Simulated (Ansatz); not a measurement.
# Zn: pressure and energy above lowest point against volume per atom

Results calculated with Ansatz 0.2.0 development build, not measured. Equation of state of a cubic crystal from periodic Kohn-Sham density functional theory without spin; pressure corrected for the finite basis.

Cell of the first row (space group Pm-3m, No. 221):
```
cell vectors (Å)
   2.5775     0.0000     0.0000
   0.0000     2.5775     0.0000
   0.0000     0.0000     2.5775
atoms (fractions of the cell vectors)
Zn  0.00000  0.00000  0.00000
```

Settings of every row: formula Zn; structure type simple cubic; functional PBE; spin treatment none; k mesh 41x41x41; occupation method fermi-dirac; occupation width 0.061225619 eV; wave cutoff 420 eV; datasets soft-1 PAW; density cutoff ratio 4.

Limits: a cubic model structure, not a phase known at ambient conditions.

| row | volume per atom (Å³) | pressure (GPa) | energy above lowest point (meV/atom) |
| --- | --- | --- | --- |
| 1 | 17.124 | 3.376 | 10.58 |
| 2 | 17.488 | ? | ? |
| 3 | 17.853 | 0.944 | 0.98 |
| 4 | 18.217 | -0.066 | 0 |
| 5 | 18.581 | -0.957 | 1.18 |
| 6 | 18.946 | -1.742 | 4.26 |
| 7 | 19.31 | -2.432 | 9.03 |

Question: what pressure and energy above lowest point should row 2 give?

Worked fit of pressure. Take u = (V_r/V)^(2/3) − 1 with V_r = 18.399 Å³ an atom, which is twice the finite (Eulerian) strain; such expansions in the strain, on which the Birch-Murnaghan equation of state is built, carry the rest volume and the bulk modulus. The shown rows have u = 0.04904, 0.02029, 0.00665, -0.00654, -0.01934, -0.0317. Least squares give pressure = −0.5251 + 67.496 × u + 237.34 × u² + 172.5 × u³ GPa; a parabola predicts inner rows, each left out in turn, worse (root mean square 0.0034 against 0.0014 GPa). The rows lie off it by 0.000, 0.000, 0.000, -0.001, 0.001, 0.000. The pressure vanishes at u = 0.0076, or V = 18.19 Å³ an atom, and there the bulk modulus at fixed shape and fractions is B = −V dP/dV = (2/3)(1 + u) dP/du = 47.8 GPa. The withheld row has u = 0.03443, so the fit gives −0.5251 + 67.496 × (0.03443) + 237.34 × (0.03443)² + 172.5 × (0.03443)³ = 2.087 GPa.

The calculation gave 2.085 GPa. The fit lies 0.002 GPa (0.034 % of the column's range) above it; its largest miss of a shown row is 0.001 GPa.

Worked fit of energy above lowest point. Take u = (V_r/V)^(2/3) − 1 with V_r = 18.399 Å³ an atom, which is twice the finite (Eulerian) strain; such expansions in the strain, on which the Birch-Murnaghan equation of state is built, carry the rest volume and the bulk modulus. The shown rows have u = 0.04904, 0.02029, 0.00665, -0.00654, -0.01934, -0.0317. Least squares give energy above lowest point = 0.336 − 89.83 × u + 5924.9 × u² + 3396 × u³ meV/atom; a parabola predicts inner rows, each left out in turn, worse (root mean square 0.068 against 0.0062 meV/atom). All shown rows lie on it to the printed digit. Its lowest point lies at u = 0.0075, or V = 18.19 Å³ an atom, and the curvature there gives the bulk modulus at fixed shape and fractions, B = (4/9)(1 + u)² E″(u)/V = 47.7 GPa. The withheld row has u = 0.03443, so the fit gives 0.336 − 89.83 × (0.03443) + 5924.9 × (0.03443)² + 3396 × (0.03443)³ = 4.41 meV/atom.

The calculation gave 4.4 meV/atom. The fit lies 0.01 meV/atom (0.095 % of the column's range) above it, one unit of the last digit.
